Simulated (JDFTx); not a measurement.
Bi:

```xyz
2
Lattice="2.2675 1.3091 3.9380 -2.2675 1.3091 3.9380 0.0000 -2.6183 3.9380" Properties=species:S:1:pos:R:3 pbc="T T T"
Bi    0.0000    0.0000    9.0495
Bi    0.0000    0.0000    2.7645
```

* Program: JDFTx 1.7.0 (patched build)
* Task: relaxation of cell and atoms
* Functional: LDA
* Potentials or basis: PseudoDojo-SR-LDA-0.4.1-standard with smoothed tails
* Cutoff: 952 eV
* Density cutoff: 7619 eV
* k mesh: 6 × 6 × 6
* Occupations: fermi-dirac, width 0.05 eV
* Spin: no spin polarisation

At the start: pressure -1.5 GPa; volume 35.07 Å³/atom.

Question: How do energy, volume and symmetry change on relaxing?

Answer: Over 11 steps the energy falls by 5.9 meV/atom and the volume is 33.81 Å³/atom (-3.6 %); space group R-3m (No. 166, to 0.05 Å).

Step by step:
| step | energy change (eV) | largest force (eV/Å) | pressure (GPa) | volume (Å³) |
| --- | --- | --- | --- | --- |
| 1 | 0.0000 | 0.0205 | -1.49 | 70.14 |
| 2 | -0.0022 | 0.0003 | -1.31 | 69.89 |
| 3 | -0.0087 | 0.0685 | -0.52 | 68.77 |
| 4 | -0.0113 | 0.0409 | 0.12 | 67.65 |
| 5 | -0.0115 | 0.0056 | 0.13 | 67.50 |
| 6 | -0.0116 | 0.0056 | 0.05 | 67.57 |
| 7 | -0.0117 | 0.0037 | 0.00 | 67.64 |
| 8 | -0.0118 | 0.0001 | -0.02 | 67.66 |
| 9 | -0.0118 | 0.0040 | 0.01 | 67.62 |
| 10 | -0.0118 | 0.0015 | 0.00 | 67.62 |
| 11 | -0.0118 | 0.0011 | 0.00 | 67.61 |

Final structure:
```
CELL_PARAMETERS angstrom
2.24479 1.29603 3.87323
-2.24479 1.29603 3.87323
0.00000 -2.59206 3.87323
ATOMIC_POSITIONS crystal
Bi 0.76461 0.76461 0.76461
Bi 0.23539 0.23539 0.23539
```
